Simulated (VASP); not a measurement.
Write the native input for VASP 6.6.1 that does the following.

| Property | Result |
| --- | --- |
| Task | band structure |
| Functional | TB-mBJ |
| Potentials or basis | VASP PAW PBE potentials, release 64 (Cd, F) |
| Cutoff | 520 eV |
| k mesh | 10 × 10 × 10 |
| Occupations | gaussian, width 0.03 eV |
| Spin | no spin polarisation |
| Further INCAR settings | ALGO = Normal; EDIFF = 1e-06; NBANDS = 20 |

CdF2:

```xyz
3
Lattice="0.0000 2.6970 2.6970 2.6970 0.0000 2.6970 2.6970 2.6970 0.0000" Properties=species:S:1:pos:R:3 pbc="T T T"
Cd    0.0000    0.0000    0.0000
F     1.3485    1.3485    1.3485
F     4.0455    4.0455    4.0455
```

One way to write it, as run:

POSCAR

```
CdF2                                    
1.0
    0.0000000000      2.6969680780      2.6969680780
    2.6969680780      0.0000000000      2.6969680780
    2.6969680780      2.6969680780      0.0000000000
  Cd              F             
     1     2
Direct
     0.0000000000000000    0.0000000000000000    0.0000000000000000
     0.2500000000000000    0.2500000000000000    0.2500000000000000
     0.7500000000000000    0.7500000000000000    0.7500000000000000
```

INCAR.step1

```
SYSTEM = CdF2
  PREC = Accurate
  ENCUT = 520
  EDIFF = 1E-5
  ISMEAR = 0
  SIGMA = 0.03
  LREAL = .FALSE.
  LASPH = .TRUE.
  NELM = 80
  ALGO = Normal
  ISIF = 2
  LWAVE = .TRUE.
  LCHARG = .FALSE.
  NBANDS = 20
  KPAR = 2
  GGA = PE
```

INCAR.step2

```
SYSTEM = CdF2
  PREC = Accurate
  ENCUT = 520
  EDIFF = 1E-6
  ISMEAR = 0
  SIGMA = 0.03
  LREAL = .FALSE.
  LASPH = .TRUE.
  NELM = 80
  ALGO = Normal
  ISIF = 2
  LWAVE = .FALSE.
  LCHARG = .FALSE.
  METAGGA = MBJ
  NBANDS = 20
  KPAR = 2
  ISTART = 1
```

KPOINTS

```
Automatic mesh
0
G
  10 10 10
  0 0 0
```

KPOINTS_OPT

```
explicit points
202
Reciprocal
 0.0000000000  0.0000000000  0.0000000000 1
 0.0555555556  0.0000000000  0.0555555556 1
 0.1111111111  0.0000000000  0.1111111111 1
 0.1666666667  0.0000000000  0.1666666667 1
 0.2222222222  0.0000000000  0.2222222222 1
 0.2777777778  0.0000000000  0.2777777778 1
[... 194 lines left out ...]
 0.4893886500  0.0106113500  0.5000000000 1
 0.5106113500 -0.0106113500  0.5000000000 1
```

Potentials or basis: VASP PAW PBE potentials, release 64 (Cd, F).

Launch:

```console
$ cat potpaw_PBE.64/Cd/POTCAR potpaw_PBE.64/F/POTCAR > POTCAR
$ cp INCAR.step1 INCAR
$ mpirun -np 2 vasp_std > vasp.out
$ cp INCAR.step2 INCAR
$ mpirun -np 2 vasp_std > vasp.out
```

Results of the run:

* Band gap on the k mesh: 6.61 eV, indirect (least direct gap 7.03 eV)
* Band gap along the path: 6.61 eV, indirect (least direct gap 7.03 eV)

Wall time 78 s on 2 MPI ranks on Intel(R) Xeon(R) 6975P-C (Granite Rapids), with other jobs on the host, peak memory 0.18 GiB a rank.
